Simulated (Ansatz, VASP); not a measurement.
# BAs: VASP beside Ansatz

Contents of INCAR:

```
PREC     = Accurate       # precision mode
ENCUT    = 600            # plane-wave cutoff, eV
EDIFF    = 1E-6           # SCF threshold, eV
ISMEAR   = 0              # smearing method
SIGMA    = 0.02           # smearing width, eV
LREAL    = False          # projectors in reciprocal space
LASPH    = True           # aspherical terms in the spheres
NELM     = 100            # most SCF steps
ALGO     = Fast           # electronic algorithm
ISIF     = 3              # what is computed and relaxed
LWAVE    = False          # write WAVECAR
LCHARG   = False          # write CHGCAR
GGA      = CA             # functional
IBRION   = 2              # ionic algorithm
NSW      = 100            # ionic steps
EDIFFG   = -0.005         # ionic threshold
```

KPOINTS

```
regular mesh
0
Gamma
  10 10 10
```

Contents of POSCAR:

```
BAs
1.0
    0.0000000000      2.3885000000      2.3885000000
    2.3885000000      0.0000000000      2.3885000000
    2.3885000000      2.3885000000      0.0000000000
B As
1 1
Direct
    0.0000000000      0.0000000000      0.0000000000
    0.7500000000      0.7500000000      0.7500000000
```

Input for Ansatz:

```yaml
crystal:
  lattice:
    - [0.0, 2.3885, 2.3885]
    - [2.3885, 0.0, 2.3885]
    - [2.3885, 2.3885, 0.0]
  atoms:
    - { symbol: B, position: [0.0, 0.0, 0.0] }
    - { symbol: As, position: [0.75, 0.75, 0.75] }
basis:
  ecutwfc: 420
kpoints:
  mp_grid: { grid: [10, 10, 10] }
hamiltonian:
  xc: lda
scf:
  occupations: { method: gaussian, width: 0.02 }
output:
  forces: true
  stress: true
  eigenvalues: true
  write_density: true
  write_potential: true
  elf: true
  volumetric_format: npy
relax:
  adjacent_minimum: "off"
  f_tol: 0.005
  max_steps: 80
  cell: { stress_tol: 0.05 }
```

Alike in both runs: task relaxation of cell and atoms; functional LDA; k mesh 10 × 10 × 10; occupations gaussian, width 0.02 eV; no spin polarisation.

|  | VASP | Ansatz |
| --- | --- | --- |
| version | VASP 6.6.1 | Ansatz 0.2.0 |
| potentials or method | VASP PAW LDA potentials, release 64 (B, As) | scalar-relativistic, plane waves, PAW |
| plane-wave cutoff (eV) | 600 | 420 |
| valence electrons in the cell | 8 | 18 |

VASP gave:

```
gap on the k mesh at the Fermi level, each at its own relaxed structure (eV) : 1.10
relaxed volume (Å³/atom)                                                     : 13.33
relaxed cell length with the largest relative difference (Å)                 : 3.353
energy change over the relaxation (meV/atom)                                 : -3
```

Task: Estimate Ansatz's values.

Result: gap on the k mesh at the Fermi level, each at its own relaxed structure (eV): 1.10; relaxed volume (Å³/atom): 13.24; relaxed cell length with the largest relative difference (Å): 3.346; energy change over the relaxation (meV/atom): -5.

The two sets of potentials don't hold the same shells in valence.

A k mesh can miss the band edges. As with any semilocal functional, this LDA gap is likely too small. Zero-point motion and thermal expansion aren't in these numbers.
